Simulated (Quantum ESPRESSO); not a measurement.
Crystal: CsPbCl3.

```
Pb Cs Cl
1.0
     5.60500    0.00000    0.00000
     0.00000    5.60500    0.00000
     0.00000    0.00000    5.60500
Pb Cs Cl
1 1 3
Cartesian
  2.8025 2.8025 2.8025
  0.0000 0.0000 0.0000
  2.8025 0.0000 2.8025
  0.0000 2.8025 2.8025
  2.8025 2.8025 0.0000
```

Base run:

| Item | Value |
| --- | --- |
| Program | Quantum ESPRESSO 7.5 |
| Functional | PBEsol |
| Potentials or basis | PseudoDojo 0.4.1 SR PBEsol standard |
| Cutoff | 789 eV |
| Density cutoff | 3157 eV |
| k mesh | 4 × 4 × 4, shifted |
| Occupations | fermi-dirac, width 0.05 eV |
| Spin | no spin polarisation |

Its results: pressure 0.1 GPa; electronic dielectric tensor (diagonal) 3.50.

Q: After a change of settings the same cell gave: pressure -1.3 GPa; electronic dielectric tensor (diagonal) 3.54. Which change was it?
A. functional from PBEsol to AM05; potentials or basis from PseudoDojo 0.4.1 SR PBEsol standard to PseudoDojo 0.4.1 SR PBE standard
B. functional from PBEsol to WC; potentials or basis from PseudoDojo 0.4.1 SR PBEsol standard to PseudoDojo 0.4.1 SR PBE standard
C. functional from PBEsol to LDA; potentials or basis from PseudoDojo 0.4.1 SR PBEsol standard to PseudoDojo 0.4.1 SR LDA standard; cutoff from 789 eV to 762 eV; density cutoff from 3157 eV to 3048 eV
D. functional from PBEsol to BLYP; potentials or basis from PseudoDojo 0.4.1 SR PBEsol standard to PseudoDojo 0.4.1 SR PBE standard

A: C.
